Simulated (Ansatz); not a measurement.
# Si (Fd-3m) in Ansatz: a series of runs

One crystal, Si, is run at these levels: PBE-LDA, PBEsol-PBE; tasks: band structure, projected density of states.

All numbers are computed with Ansatz 0.2.0; they aren't measurements. Logs are shortened: lines on timing, memory, paths and dates and some standing lists are left out, and cuts for length are marked.

## (1) The structure

Symmetry: Fd-3m, No. 227, cubic system. The conventional cell has a = 5.444 Å, b = 5.444 Å, c = 5.444 Å, α = 90.00°, β = 90.00°, γ = 90.00°. Si (site symmetry -43m) is surrounded by 4 Si at 2.36 Å.

## (2) Band structure, PBE-LDA, collinear spin, antiferromagnetic start

input.yaml

```yaml
crystal:
  lattice: { a: 3.8492788627, b: 3.8492788627, c: 3.8492788627, alpha: 60.0, beta: 60.0, gamma: 60.0 }
  atoms:
    - { symbol: Si, position: [0.5, 0.5, 0.5], spin: 0.5 }
    - { symbol: Si, position: [0.75, 0.75, 0.75], spin: -0.5 }
kpoints:
  mp_grid: { grid: [8, 8, 8] }
  band_path:
    path:
      - [0.0, 0.0, 0.0]
      - [0.5, 0.0, 0.5]
      - [0.5, 0.25, 0.75]
      - [0.375, 0.375, 0.75]
      - [0.0, 0.0, 0.0]
      - [0.5, 0.5, 0.5]
      - [0.625, 0.25, 0.625]
      - [0.5, 0.25, 0.75]
    npoints: 6
scf:
  occupations: { method: fermi_dirac, width: 0.025 }
hamiltonian:
  xc: { exchange: pbe, correlation: lda }
  pseudopotentials: { kind: all_electron, datasets: crystal }
magnetization:
  spin_polarized: true
output:
  forces: true
  stress: true
  eigenvalues: true
  elf: true
  volumetric_format: npy
```

Potentials or basis: all-electron PAW datasets made for the crystal.

Run with:

```console
$ ansatz run input.yaml --threads 1 --pin off --max-ram 2560MiB --backend cpu --events-out ev --progress --plain --runs-dir out
```

Standard output:

```text
Warning: RAYON_NUM_THREADS=1 ignored (pool sized by the plan → 1); use --threads N
hamiltonian.pseudopotentials.datasets: crystal makes datasets for this crystal and solves the spheres of its atoms anew in each pass: cutoff 180.0 eV, the density's 720.0 eV; for an error of 0.50 meV an atom under PBE, 1.0 meV for the cell; an energy difference from a run of another recipe may be off by several times the error for the cell, under r2SCAN by more, where some 0.1 meV an atom stays at smaller errors; Si in spheres of 1.175 Å, 4 of its electrons in bands
Engine: ansatz 0.2.0, aarch64-unknown-linux-gnu
Pseudopotentials: kind: all_electron
Pseudopotential: Si, paw, valence charge 4, recommended cutoff 180 eV (normal), crystal/all_electron/pbe/scalar/gaussian/Si, Koelling and Harmon's equation, gaussian nucleus
Functional definition: unnamed
  exchange = pbe_x
  correlation = pw_c
a search for the magnetic state begins, with frozen cores and fixed partial waves. It gives no result and prints no iterations
the search for the magnetic state of this step took 13 SCF iterations with frozen cores. It stayed in its first state, in which the spheres begin
Crystal: 2 atoms, lattice volume = 40.330 Å³
Basis set: ecut = 180 eV, 229 PW (Γ), exchange–correlation on 36×36×36 points (8 copies of the dense FFT grid, shifted against one another)
Bands: 9, of which v1, the nominal top of the filled ones, is band 4 counted from 1 (3 counted from 0)
Symmetry: 24 space group operations
Space group: F-43m (ITA 216), of the structure as read, at distance tolerance 3.4e-5 Å
Magnetic group: BNS 227.130 (UNI 1632), of the structure as read, at distance tolerance 3.4e-5 Å
k-points: 29 of 512 (time reversal used)
Non-local potential: Si, projectors of the file, l = 0: 1, l = 1: 1
PAW form: soft (Blöchl's): semilocal exchange-correlation on the pseudo side does not see the compensation charge
PAW one-centre angular grid: Si, 110 points (default); XC on its mesh's 1949 points in the sphere
Initial density: read from a saved state, or passed on in memory by an earlier SCF of this step, an earlier step, the calling program or the single point that the run made first
Starting moments: Σ|m| = 1 μB on 2 of 2 sites; this step starts from the density that it was given
Initial wavefunctions: pseudopotential atomic-orbital guess
Functional: x = pbe(κ = 0.804, μ = 0.2195149727645171), c = lda
iter 1 solved again at ethr=1.27e-4 eV; its pass at ethr=1.00e-1 eV (dr2=1.02e-2 eV) is discarded
SCF iter   1: F=—  HF=-15813.217517 eV  |F-HF|=—  |Δ(HF+E_count)|=         —  Δρ=5.78e-3 (↑5.78e-3 ↓5.78e-3)  dr2=7.51e-3  dr2_m=2.80e-12  M=0.000 μB ∫|m|=0.000 μB  β_m=0.30  ethr=1.27e-4  ⟨swp⟩=6.0  Hψ=4304  notcnv=0
preconditioner: auto → none  [insulator: Δε(μ)=0.978 eV  Ē_g=10.402 eV  σ=0.025 eV  W_gap=1.00  n_scr=8 (ndim 8)  ℏωp=16.5 eV  f_vac=0.006  D(μ)=0.00/eV (n_scr^D=0)  ε∞_Penn≈3.5]
SCF iter   2: F=—  HF=-15813.227734 eV  |F-HF|=—  |Δ(HF+E_count)|=   1.02e-2  Δρ=4.15e-3 (↑4.15e-3 ↓4.15e-3)  dr2=4.01e-3  dr2_m=1.52e-12  M=0.000 μB ∫|m|=0.000 μB  β_m=0.65  ethr=9.38e-5  ⟨swp⟩=2.4  Hψ=1060  notcnv=0  defer=6
iter 3 solved again at ethr=1.64e-6 eV; its pass at ethr=5.01e-5 eV (dr2=1.31e-4 eV) is discarded
SCF iter   3: F=—  HF=-15813.235112 eV  |F-HF|=—  |Δ(HF+E_count)|=   7.38e-3  Δρ=3.05e-4 (↑3.05e-4 ↓3.05e-4)  dr2=1.06e-4  dr2_m=1.06e-12  M=0.000 μB ∫|m|=0.000 μB  β_m=0.65  ethr=1.64e-6  ⟨swp⟩=2.6  Hψ=3218  notcnv=0  defer=4
eigensolver tolerance schedule: the retry pair's looser diagonalisation over-reported the residual by 0.24 of it (diagonalisation noise at 0.25 of the residual, at the tolerance the schedule requests for it); recorded, not acted on — ethr = c·dr2/N_el stays at c = 1.0e-1
SCF iter   4: F=—  HF=-15813.234924 eV  |F-HF|=—  |Δ(HF+E_count)|=   1.88e-4  Δρ=1.25e-4 (↑1.25e-4 ↓1.25e-4)  dr2=1.55e-5  dr2_m=2.07e-13  M=0.000 μB ∫|m|=0.000 μB  β_m=0.82  ethr=1.32e-6  ⟨swp⟩=2.0  Hψ=758  notcnv=0
SCF iter   5: F=—  HF=-15813.234890 eV  |F-HF|=—  |Δ(HF+E_count)|=   3.41e-5  Δρ=1.01e-5 (↑1.01e-5 ↓1.01e-5)  dr2=6.02e-8  dr2_m=4.19e-16  M=0.000 μB ∫|m|=0.000 μB  β_m=0.83  ethr=1.94e-7  ⟨swp⟩=3.0  Hψ=872  notcnv=0
SCF iter   6: F=-15813.234890 eV  HF=-15813.234890 eV  |F-HF|=5.64e-11  |Δ(HF+E_count)|=   4.51e-8  Δρ=2.80e-6 (↑2.80e-6 ↓2.80e-6)  dr2=3.23e-9  dr2_m=8.84e-17  M=0.000 μB ∫|m|=0.000 μB  ethr=7.53e-10  ⟨swp⟩=3.0  Hψ=986  notcnv=0
SCF 1 converged in 6 iterations: F = -15813.234870 eV  dr2 = 3.23e-9
  Residual-converged pass: ⟨swp⟩=2.9  Hψ=780  notcnv=0  max |occ|·‖R‖ = 5.2e-6 eV (tolerance 5.3e-6 eV)  dr2=3.26e-9  dr2_m=9.13e-17  dr2_onsite=5.38e-9  max |Δocc| = 4.4e-14
WARN: the starting moments were not kept: the SCF closed with an absolute magnetisation of 3.0e-8 μB, where they sum to 1 μB in size (2 sites). That is at most 0.1 of that sum. Measured as dr2_m measures the in/out step, that magnetisation stands 1.3e-16 eV from none, at or under the dr2_threshold of 6.2e-8 eV: it is no larger than a step whose dr2_m would equal this threshold. The system may hold no moment; this SCF shows only that its start led to no more than that. This SCF took its magnetisation from a saved state (the deck's checkpoint.read, a session's seed or a resume), or from the single point or search that the run made first, and not from the starting moments. Where the run's atoms have moved since that state, how it is taken is a key of its own (checkpoint.density_extrapolation: follow_atoms, where typed, takes the whole of its magnetisation to them with its atoms, but for some exceptions; the density_extrapolation keyword of a session's seed is the same key). To be rid of a resumed run's state, run its deck in a fresh run directory. To be rid of the state of a single point that the run made first, give starting moments in the input or, where a deck that gives them still makes one, type scf.lower_state_search: off. To try another start, run it without that state. A second SCF, from the converged charge density, with the starting moments and any scf.initial_density.shell_occupations laid on it anew, would have followed, and was not run: the deck does not ask for one (magnetization.retry_lost_moments is false, the default). To let it run, set magnetization.retry_lost_moments: true and run the deck again, where that key's refused combinations let it; where memory then withholds it, that run's warning says so.
NSCF: frozen V_eff on 43 k-points
SCF converged after 6 iterations
Magnetization: 0.0000 μB (4.0000 up, 4.0000 down)
Absolute magnetization: 0.0000 μB (∫|ρ↑−ρ↓|)
Spin contamination: 0.0872 ħ² per cell (⟨S²⟩ above its minimum at these occupations)
Per-site moments (μB) at R_I (Å): [(5.019516871081143e-9, 0.9723418125398736), (-5.135838984466357e-9, 0.9723418125398736)]
Free energy (F): -15813.234870 eV
Harris-Foulkes:  -15813.234870 eV  (|F-HF|=5.64e-11)
Internal energy: -15813.234870 eV  (E = F + TS)
E sigma→0 (E₀):  -15813.234870 eV
Past the cutoff: the bands carry plane waves up to 1.75 times it, of which those up to 1.5 times it add -0.000883 eV an atom, each by itself; the spheres take 0.000127 eV an atom off the energy for waves past 1.75 times it
By the cutoff:   a pressure is off by up to 0.005 GPa (1.2 times the spheres' own share and the shells' term, over an atom's volume, and 0.004 GPa: a bound that held against runs at twice the plane waves)
Past the cutoffs: a stress includes 0.0006 GPa for waves and charges beyond them, in addition to the slope of what the spheres take
In the spheres:  the bands' charges fall short by 4.3e-7 e at most (sound up to 1e-3)
Fermi energy:    7.774385 eV
--- Per-component energies (eV) ---
  E_band       = 18.806466
  E_kinetic    = 86.094937
  E_local      = -28.864824  (includes V_loc(G=0)·N_el)
  E_nonlocal   = 17.397754
  E_hartree    = 16.169855
  E_xc         = -77.461247
  E_vxc        = -96.680554  (∫ρ·V_xc dr)
  E_paw        = -15802.424309  (= ΣΔE_a)
  E_vpaw       = -195.319494  (= ΣTr[D̂ρ^β])
  E_ewald      = -227.985960
  E_smearing   = -0.000000  (= −TS)
  E_closure    = 203.838925  (closes the sum)
  Σ components = -15813.234870   (vs F -15813.234870, Δ=0.00e0)
  The terms above E_closure are by the made datasets' own strengths, without shells solved beside the bands.
--- Forces (eV/Å), atoms counted from 1 ---
  atom   1  Si     0.00000000    -0.00000000     0.00000000
  atom   2  Si    -0.00000000     0.00000000    -0.00000000
  max |Σ_I F_I| component: 2.31e-17 eV/Å
--- Stress (GPa, compression-positive) ---
        5.222699       0.000000       0.000000
        0.000000       5.222699       0.000000
        0.000000       0.000000       5.222699
  P = ⅓ Tr σ = 5.2227 GPa (52.227 kbar)
--- Band table (eV; the first three rows and the last of 58) ---
  k-point 0 ↑: bands = ["-4.4846", "7.2999", "7.2999", "7.2999", "10.0289", "10.0289", "10.0289"]
  k-point 1 ↑: bands = ["-4.2846", "5.7506", "7.0293", "7.0293", "9.9347", "10.4342", "10.4342"]
  k-point 2 ↑: bands = ["-3.7028", "3.4768", "6.5748", "6.5748", "9.4748", "10.9666", "10.9666"]
  k-point 28 ↓: bands = ["-0.2881", "-0.2881", "3.6771", "3.6771", "11.8566", "11.8566", "12.4442"]
```

Run time: 14 s. Hardware: 1 thread of Arm Neoverse V1, shared host; peak memory 0.32 GiB.

Results:

```
Free energy             : -15813.2349 eV
Pressure                : 5.2 GPa
Band gap on the k mesh  : 0.97 eV, indirect (least direct gap 2.73 eV)
Band gap along the path : 0.93 eV, indirect (least direct gap 2.73 eV)
Net moment              : 0.00 μB per cell
Absolute moment         : 0.00 μB per cell
```

Levels at the corners of the path, in eV from the valence-band top:
Spin up:
```tsv
point	band 1	band 2	band 3	band 4	band 5	band 6	band 7	band 8	band 9
Γ	-11.78	0.00	0.00	0.00	2.73	2.73	2.73	3.30	7.90
X	-7.73	-7.73	-2.73	-2.73	1.09	1.09	10.12	10.12	11.06
W	-7.59	-7.59	-3.62	-3.62	4.56	4.56	5.14	5.14	10.62
K	-8.16	-7.14	-4.05	-2.32	1.56	4.38	7.57	8.12	8.31
Γ	-11.78	0.00	0.00	0.00	2.73	2.73	2.73	3.30	7.90
L	-9.53	-6.77	-1.16	-1.16	1.69	3.58	3.58	8.31	10.67
U	-8.16	-7.14	-4.05	-2.32	1.56	4.38	7.57	8.12	8.31
W	-7.59	-7.59	-3.62	-3.62	4.56	4.56	5.14	5.14	10.62
```
Spin down:
```csv
point,band 1,band 2,band 3,band 4,band 5,band 6,band 7,band 8
Γ,-11.78,0.00,0.00,0.00,2.73,2.73,2.73,3.30
X,-7.73,-7.73,-2.73,-2.73,1.09,1.09,10.12,10.12
W,-7.59,-7.59,-3.62,-3.62,4.56,4.56,5.14,5.14
K,-8.16,-7.14,-4.05,-2.32,1.56,4.38,7.57,8.12
Γ,-11.78,0.00,0.00,0.00,2.73,2.73,2.73,3.30
L,-9.53,-6.77,-1.16,-1.16,1.69,3.58,3.58,8.31
U,-8.16,-7.14,-4.05,-2.32,1.56,4.38,7.57,8.12
W,-7.59,-7.59,-3.62,-3.62,4.56,4.56,5.14,5.14
```

Caveat: the starting moments weren't kept.

## (3) Projected density of states, PBEsol-PBE, non-collinear spin, ferromagnetic start

input.yaml

```yaml
crystal:
  lattice:
    - [0.0, 2.7218511865, 2.7218511865]
    - [2.7218511865, 0.0, 2.7218511865]
    - [2.7218511865, 2.7218511865, 0.0]
  atoms:
    - { symbol: Si, position: [0.5, 0.5, 0.5], spin: 0.5, spin_axis: [1.0, 0.0, 0.0] }
    - { symbol: Si, position: [0.75, 0.75, 0.75], spin: 0.5, spin_axis: [1.0, 0.0, 0.0] }
kpoints:
  mp_grid: { grid: [6, 6, 6] }
  band_path:
    path:
      - [0.0, 0.0, 0.0]
      - [0.5, 0.0, 0.5]
      - [0.5, 0.25, 0.75]
      - [0.375, 0.375, 0.75]
      - [0.0, 0.0, 0.0]
      - [0.5, 0.5, 0.5]
      - [0.625, 0.25, 0.625]
      - [0.5, 0.25, 0.75]
    npoints: 12
scf:
  occupations: { method: methfessel_paxton, width: 0.05 }
hamiltonian:
  xc: { exchange: pbesol, correlation: pbe }
  pseudopotentials: { kind: all_electron, lapw: { basis_error: 0.0005 } }
magnetization:
  noncollinear: true
output:
  forces: true
  stress: true
  eigenvalues: true
  fatbands: true
  dos: { projected: true, de: 0.1, e_range: [-14, 6] }
  populations: true
```

Potentials or basis: all-electron LAPW, scalar-relativistic.

Run with:

```console
$ ansatz run input.yaml --threads 1 --pin off --max-ram 2560MiB --backend cpu --events-out ev --progress --plain --runs-dir out
```

It took 50 s on 1 thread of Arm Neoverse V1, shared host; peak memory 0.34 GiB.

It converged, with:

* Free energy: -15751.3600 eV
* Pressure: -1.1 GPa
* Band gap on the k mesh: 0.54 eV, indirect (least direct gap 2.48 eV)
* Band gap along the path: 0.41 eV, indirect (least direct gap 2.48 eV)
* Net moment: 0.00 μB per cell
* Absolute moment: 0.00 μB per cell

Levels at the corners of the path, in eV from the valence-band top:
| point | band 22 | band 23 | band 24 | band 25 | band 26 | band 27 |
| --- | --- | --- | --- | --- | --- | --- |
| Γ | 0.00 | 0.00 | 0.00 | 2.48 | 2.48 | 2.48 |
| X | -2.88 | -2.88 | -2.88 | 0.54 | 0.54 | 0.54 |
| W | -3.92 | -3.92 | -3.92 | 4.13 | 4.13 | 4.13 |
| K | -4.38 | -2.45 | -2.45 | 1.04 | 1.04 | 3.99 |
| Γ | 0.00 | 0.00 | 0.00 | 2.48 | 2.48 | 2.48 |
| L | -1.21 | -1.21 | -1.21 | 1.42 | 1.42 | 3.23 |
| U | -4.38 | -2.45 | -2.45 | 1.04 | 1.04 | 3.99 |
| W | -3.92 | -3.92 | -3.92 | 4.13 | 4.13 | 4.13 |

States per cell in windows of 1 eV (zero at the valence-band top; states under -8 eV left out):
| from (eV) | total | Si1 3p | Si2 3p | Si1 3s | Si2 3s | Si1 2s | Si2 2s |
| --- | --- | --- | --- | --- | --- | --- | --- |
| -8.0 | 0.20 | 0.05 | 0.05 | 0.06 | 0.06 | 0.00 | 0.00 |
| -7.0 | 0.96 | 0.27 | 0.27 | 0.21 | 0.21 | 0.00 | 0.00 |
| -6.0 | 0.40 | 0.12 | 0.12 | 0.08 | 0.08 | 0.00 | 0.00 |
| -5.0 | 0.40 | 0.15 | 0.15 | 0.05 | 0.05 | 0.00 | 0.00 |
| -4.0 | 1.23 | 0.56 | 0.56 | 0.05 | 0.05 | 0.00 | 0.00 |
| -3.0 | 1.50 | 0.70 | 0.70 | 0.04 | 0.04 | 0.00 | 0.00 |
| -2.0 | 1.09 | 0.53 | 0.53 | 0.01 | 0.01 | 0.00 | 0.00 |
| -1.0 | 0.24 | 0.12 | 0.12 | 0.00 | 0.00 | 0.00 | 0.00 |
| 0.0 | 0.09 | 0.02 | 0.02 | 0.01 | 0.01 | 0.00 | 0.00 |
| 1.0 | 0.82 | 0.23 | 0.23 | 0.12 | 0.12 | 0.00 | 0.00 |
| 2.0 | 1.40 | 0.40 | 0.40 | 0.15 | 0.15 | 0.00 | 0.00 |
| 3.0 | 1.87 | 0.55 | 0.55 | 0.13 | 0.13 | 0.00 | 0.00 |
| 4.0 | 1.02 | 0.30 | 0.30 | 0.05 | 0.05 | 0.00 | 0.00 |
| 5.0 | 0.72 | 0.20 | 0.20 | 0.04 | 0.04 | 0.00 | 0.00 |

Moments on the atoms (μB; x, y, z):
```
Si  0.00 0.00 0.00
Si  0.00 0.00 0.00
```

Caveat: the program listed the state as in doubt; the mesh misses the band edges, which the band path finds closer together; the starting moments weren't kept.
